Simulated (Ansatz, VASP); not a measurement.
**Two plane-wave programs on W**

INCAR

```
ALGO = Normal
EDIFF = 1E-6
ENCUT = 520
GGA = PS
ISIF = 2
ISMEAR = -1
LASPH = T
LCHARG = F
LREAL = F
LWAVE = F
NBANDS = 13
NELM = 60
PREC = Accurate
SIGMA = 0.05
```

The input KPOINTS:

```
k-points
0
Gamma
  11 11 11
```

Contents of POSCAR:

```
W
1.0
    0.0000000000      2.0163754284      2.0163754284
    2.0163754284      0.0000000000      2.0163754284
    2.0163754284      2.0163754284      0.0000000000
W
1
Direct
    0.0000000000      0.0000000000      0.0000000000
```

Contents of input.yaml:

```yaml
crystal:
  lattice:
    - [0.0, 2.0163754284, 2.0163754284]
    - [2.0163754284, 0.0, 2.0163754284]
    - [2.0163754284, 2.0163754284, 0.0]
  atoms:
    - { symbol: W, position: [0.0, 0.0, 0.0] }
hamiltonian:
  xc: pbesol
  pseudopotentials: { kind: paw }
kpoints:
  mp_grid: { grid: [11, 11, 11] }
scf:
  occupations: { method: fermi_dirac, width: 0.05 }
output:
  forces: true
  stress: true
  eigenvalues: true
  write_density: true
  write_potential: true
  elf: true
  volumetric_format: npy
```

This isn't the form of W at room conditions, which is bcc.

Alike in both runs: task single point; functional PBEsol; k mesh 11 × 11 × 11; occupations fermi-dirac, width 0.05 eV; no spin polarisation.

|  | VASP | Ansatz |
| --- | --- | --- |
| version | VASP 6.6.1 | Ansatz 0.2.0 |
| potentials or method | VASP PAW PBE potentials, release 64 (W_sv) | Ansatz PAW |
| plane-wave cutoff (eV) | 520 | 420 |
| valence electrons in the cell | 14 | 14 |

|  | VASP | Ansatz | Ansatz less VASP |
| --- | --- | --- | --- |
| gap on the k mesh at the Fermi level (eV) | none | none | - |
| pressure (GPa) | -6.8 | -7.3 | -0.51 |

A gap of «none» marks a metal or a gap that the smearing closes.

Caveats: the PAW data sets were made with another functional, which shifts forces and pressure a little (VASP); the PAW data sets come from PBE, with cores solved anew for the run's functional, which leaves a small shift of forces and pressure (Ansatz). The runs have no spin-orbit coupling, so splittings on W are missing.
